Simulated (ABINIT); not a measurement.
# Rh (P-1) in ABINIT: convergence with k mesh

Aim: find how far k mesh must go before the results for Rh settle, at PBEsol. This setting moves, with any that are tied to it; all else stays.

All numbers are computed with ABINIT 10.8.3 (patched build); they aren't measurements. Logs are shortened: lines on timing, memory, paths and dates and some standing lists are left out, and cuts for length are marked. The log counts tension as positive stress, the text compression.

## 1. The cell of the first run

The typed cell holds 1 atom: a = 2.720 Å, b = 2.682 Å, c = 2.658 Å, α = 58.36°, β = 61.98°, γ = 59.55°.

The cell isn't the ideal one: cell strained at random at fixed volume.

## 2. With k mesh 2 × 2 × 2

Input file run.abi:

```
pp_dirpath "./"
pseudos "Rh.GGA_PBE-JTH.xml"

acell 3*1.0 Angstrom
rprim
    -0.0393340000     1.8830950000     1.9624630000
     1.9019270000     0.0328110000     1.8903180000
     1.9246520000     1.8336750000     0.0100860000
ntypat 1
znucl 45
natom 1
typat 1
xred
     0.0047670000     0.0035010000    -0.0058200000
chkprim 0
chksymtnons 0
tolsym 1.0e-6

ecut 435.382180 eV
pawecutdg 32.0
pawxcdev 0

kptopt 1
ngkpt 2 2 2
nshiftk 1
shiftk 0.0 0.0 0.0

ixc -116133

nband 13
occopt 6
tsmear 0.1 eV

nstep 100
tolvrs 1.0e-9

iomode 3
prtwf 0
prtden 0
prteig 0
prtebands 0
enunit 2
prtvol 2
```

Potentials or basis: JTH PAW PBE v2.0.

The run is started by

```sh
abinit run.abi > log 2>&1
```

Wall time 11 s (1 thread of Arm Neoverse N1, shared host); peak memory 0.08 GiB.

It converged, with:

- Free energy: -3027.7068 eV
- Pressure: 54.5 GPa
- Band gap on the k mesh: none (metal or under the smearing width)
- Valence electrons inside the program's atomic spheres: Rh 14.90 (radii [1.1708] Å)

## 3. With k mesh 3 × 3 × 3

run.abi, as its differences from that of step 2:

```diff
@@ -23,3 +23,3 @@
 kptopt 1
-ngkpt 2 2 2
+ngkpt 3 3 3
 nshiftk 1
```

Potentials or basis: JTH PAW PBE v2.0.

The run is started by

```sh
abinit run.abi > log 2>&1
```

Wall time 8.9 s (1 thread of Arm Neoverse N1, shared host); peak memory 0.08 GiB.

Results (log left out):

```
Free energy                                           : -3030.0819 eV
Pressure                                              : 20.9 GPa
Band gap on the k mesh                                : none (metal or under the smearing width)
Valence electrons inside the program's atomic spheres : Rh 14.82 (radii [1.1708] Å)
```

## 4. With k mesh 4 × 4 × 4

run.abi, as its differences from that of step 3:

```diff
@@ -23,3 +23,3 @@
 kptopt 1
-ngkpt 3 3 3
+ngkpt 4 4 4
 nshiftk 1
```

The run is started by

```sh
abinit run.abi > log 2>&1
```

Run time: 11 s. Hardware: 1 thread of Arm Neoverse N1, shared host; peak memory 0.08 GiB.

It converged, with:

```yaml
Free_energy: -3031.8706 eV
Pressure: -9.2 GPa
Band_gap_on_the_k_mesh: none (metal or under the smearing width)
Valence_electrons_inside_the_program's_atomic_spheres: Rh 14.90 (radii [1.1708] Å)
```

## 5. With k mesh 6 × 6 × 6

run.abi, as its differences from that of step 4:

```diff
@@ -23,3 +23,3 @@
 kptopt 1
-ngkpt 4 4 4
+ngkpt 6 6 6
 nshiftk 1
```

The run is started by

```sh
abinit run.abi > log 2>&1
```

Run time: 21 s. Hardware: 1 thread of Arm Neoverse N1, shared host; peak memory 0.09 GiB.

The run converged. Its results:

```yaml
Free_energy: -3031.3609 eV
Pressure: -0.9 GPa
Band_gap_on_the_k_mesh: none (metal or under the smearing width)
Valence_electrons_inside_the_program's_atomic_spheres: Rh 14.88 (radii [1.1708] Å)
```

## 6. With k mesh 8 × 8 × 8

run.abi, as its differences from that of step 5:

```diff
@@ -23,3 +23,3 @@
 kptopt 1
-ngkpt 6 6 6
+ngkpt 8 8 8
 nshiftk 1
@@ -42,2 +42 @@
 enunit 2
-prtvol 2
```

Potentials or basis: JTH PAW PBE v2.0.

The run is started by

```sh
abinit run.abi > log 2>&1
```

Run time: 46 s. Hardware: 1 thread of Arm Neoverse N1, shared host; peak memory 0.11 GiB.

The run converged. Its results:

* Free energy: -3031.4125 eV
* Pressure: -1.6 GPa
* Band gap on the k mesh: none (metal or under the smearing width)
* Valence electrons inside the program's atomic spheres: Rh 14.88 (radii [1.1708] Å)

## 7. With k mesh 9 × 9 × 9

run.abi, as its differences from that of step 6:

```diff
@@ -23,3 +23,3 @@
 kptopt 1
-ngkpt 8 8 8
+ngkpt 9 9 9
 nshiftk 1
```

The run is started by

```sh
abinit run.abi > log 2>&1
```

It took 62 s on 1 thread of Arm Neoverse N1, shared host; peak memory 0.13 GiB.

It converged, with:

- Free energy: -3031.4349 eV
- Pressure: -2.3 GPa
- Band gap on the k mesh: none (metal or under the smearing width)
- Valence electrons inside the program's atomic spheres: Rh 14.87 (radii [1.1708] Å)

## 8. With k mesh 10 × 10 × 10

run.abi, as its differences from that of step 7:

```diff
@@ -23,3 +23,3 @@
 kptopt 1
-ngkpt 9 9 9
+ngkpt 10 10 10
 nshiftk 1
```

The run is started by

```sh
abinit run.abi > log 2>&1
```

It took 83 s on 1 thread of Arm Neoverse N1, shared host; peak memory 0.15 GiB.

The run converged. Its results:

* Free energy: -3031.4527 eV
* Pressure: -2.5 GPa
* Band gap on the k mesh: none (metal or under the smearing width)
* Valence electrons inside the program's atomic spheres: Rh 14.88 (radii [1.1708] Å)

## 9. With k mesh 12 × 12 × 12

run.abi, as its differences from that of step 8:

```diff
@@ -23,3 +23,3 @@
 kptopt 1
-ngkpt 10 10 10
+ngkpt 12 12 12
 nshiftk 1
```

Potentials or basis: JTH PAW PBE v2.0.

The run is started by

```sh
abinit run.abi > log 2>&1
```

Wall time 2.3 min (1 thread of Arm Neoverse N1, shared host); peak memory 0.2 GiB.

It converged, with:

```
Free energy                                           : -3031.4452 eV
Pressure                                              : -2.5 GPa
Band gap on the k mesh                                : none (metal or under the smearing width)
Valence electrons inside the program's atomic spheres : Rh 14.87 (radii [1.1708] Å)
```

## 10. With k mesh 15 × 15 × 15

run.abi, as its differences from that of step 9:

```diff
@@ -23,3 +23,3 @@
 kptopt 1
-ngkpt 12 12 12
+ngkpt 15 15 15
 nshiftk 1
```

Potentials or basis: JTH PAW PBE v2.0.

The run is started by

```sh
abinit run.abi > log 2>&1
```

run.abo:

```text
.Version 10.8.3 of ABINIT
 Symmetries : space group P-1 (#  2); Bravais aP (primitive triclinic)
================================================================================
 Values of the parameters that define the memory need of the present run
     intxc =       0    ionmov =       0      iscf =      17    lmnmax =      18
     lnmax =       6     mgfft =      20  mpssoang =       3    mqgrid =    3001
     natom =       1  nloc_mem =       2    nspden =       1   nspinor =       1
    nsppol =       1      nsym =       2    n1xccc =       1    ntypat =       1
    occopt =       6   xclevel =       2
       mpw =         295          nfft =        8000          nkpt =        1688
 PAW method is used; the additional fine FFT grid is defined by:
   mgfftf=        30    nfftf =     21870
================================================================================
================================================================================

--------------------------------------------------------------------------------
------------- Echo of variables that govern the present computation ------------
--------------------------------------------------------------------------------
 -outvars: echo values of preprocessed input variables --------
            acell      1.8897261259E+00  1.8897261259E+00  1.8897261259E+00 Bohr
              amu      1.02905500E+02
          chkprim           0
      chksymtnons           0
             ecut      1.60000000E+01 Hartree
           enunit           2
                       outvar_i_n : Printing only first  50 k-points.
              ixc     -116133
                       outvar_i_n : Printing only first  50 k-points.
         kptrlatt       15    0    0      0   15    0      0    0   15
          kptrlen      7.38022731E+01
            natom           1
            nband          13
            ngfft          20      20      20
          ngfftdg          30      27      27
             nkpt        1688
            nstep         100
             nsym           2
           ntypat           1
                       prtocc : prtvol=0, do not print more k-points.
           occopt           6
[... 165 lines left out ...]
kinetic             :  1.50063001037517E+01
hartree             :  1.86587879159925E+01
xc                  : -5.09303915742225E+00
Ewald energy        : -9.23324676009385E+01
psp_core            :  4.05723066452555E+00
local_psp           : -7.22838188286350E+01
PAW spherical_terms :  2.05835061344777E+01
internal            : -1.11403500768248E+02
'-kT*entropy'       :  2.57142110073224E-06
total_energy        : -1.11403498196827E+02
total_energy_eV     : -3.03144361858731E+03
...

--- !EnergyTermsDC
iteration_state     : {dtset: 1, }
comment             : '"Double-counting" decomposition of free energy'
band_energy         : -6.89981711629937E+00
Ewald energy        : -9.23324676009385E+01
psp_core            :  4.05723066452555E+00
xc_dc               : -1.70838227494862E+01
PAW spherical_terms :  8.55391641820526E-01
internal            : -1.11403485160378E+02
'-kT*entropy'       :  2.57142110073224E-06
total_energy_dc     : -1.11403482588957E+02
total_energy_dc_eV  : -3.03144319387552E+03
...

--- !EnergyTermsWithPAWCore
iteration_state     : {dtset: 1, }
comment             : 'Components of total free energy, including PAW core contributions'
Total energy        : -4.78203020284491E+03
Total energy DC     : -4.78203018723704E+03
Total energy (eV)   : -1.30125670889560E+05
Total energy DC (eV): -1.30125670464848E+05
...

 Cartesian components of stress tensor (hartree/bohr^3)
  sigma(1 1)=  2.50610030E-04  sigma(3 2)=  3.24811906E-04
  sigma(2 2)= -1.67114559E-04  sigma(3 1)= -1.82793133E-04
  sigma(3 3)=  1.63060429E-04  sigma(2 1)= -6.82961865E-05

-Cartesian components of stress tensor (GPa)         [Pressure= -2.4180E+00 GPa]
- sigma(1 1)=  7.37320163E+00  sigma(3 2)=  9.55629621E+00
- sigma(2 2)= -4.91668006E+00  sigma(3 1)= -5.37795964E+00
- sigma(3 3)=  4.79740346E+00  sigma(2 1)= -2.00934318E+00

== END DATASET(S) ==============================================================
================================================================================

 -outvars: echo values of variables after computation  --------
            acell      1.8897261259E+00  1.8897261259E+00  1.8897261259E+00 Bohr
           etotal     -1.1140348259E+02
            fcart     -0.0000000000E+00 -0.0000000000E+00 -0.0000000000E+00
            rprim     -3.9334000000E-02  1.8830950000E+00  1.9624630000E+00
                       1.9019270000E+00  3.2811000000E-02  1.8903180000E+00
                       1.9246520000E+00  1.8336750000E+00  1.0086000000E-02
           strten      2.5061002954E-04 -1.6711455855E-04  1.6306042916E-04
                       3.2481190621E-04 -1.8279313272E-04 -6.8296186510E-05
           xangst     -4.7303333910E-03 -1.5804033240E-03  1.5914363919E-02
             xred      4.7670000000E-03  3.5010000000E-03 -5.8200000000E-03
 Calculation completed.
```

Wall time 4.1 min (1 thread of Arm Neoverse N1, shared host); peak memory 0.31 GiB.

Results:

| Property | Result |
| --- | --- |
| Free energy | -3031.4432 eV |
| Pressure | -2.4 GPa |
| Band gap on the k mesh | none (metal or under the smearing width) |
| Valence electrons inside the program's atomic spheres | Rh 14.87 (radii [1.1708] Å) |

## 11. Result

```
      k mesh  energy less the tightest run (meV/atom)  pressure (GPa)  SCF cycles  CPU time (s)  peak memory (GiB)
   2 × 2 × 2                                  3736.36           54.54          22            11               0.08
   3 × 3 × 3                                  1361.26           20.86          13           8.9               0.08
   4 × 4 × 4                                  -427.38           -9.19          11            11               0.08
   6 × 6 × 6                                    82.25           -0.87          10            21               0.09
   8 × 8 × 8                                    30.74           -1.62          11            46               0.11
   9 × 9 × 9                                     8.33           -2.34          11            62               0.13
10 × 10 × 10                                    -9.46           -2.45          11            83               0.15
12 × 12 × 12                                    -1.97           -2.54          11           140                0.2
15 × 15 × 15                                     0.00           -2.42          10           250               0.31
```

Not settled before the last step: the energy (to 1 meV/atom), the pressure (to 0.1 GPa). Meshes of other sizes hit other points, so gaps and Fermi surfaces needn't settle smoothly. The tightest run that finished is the yardstick and may itself not be fully converged.

Caveats: the PAW data sets were made with another functional, which shifts forces and pressure a little.
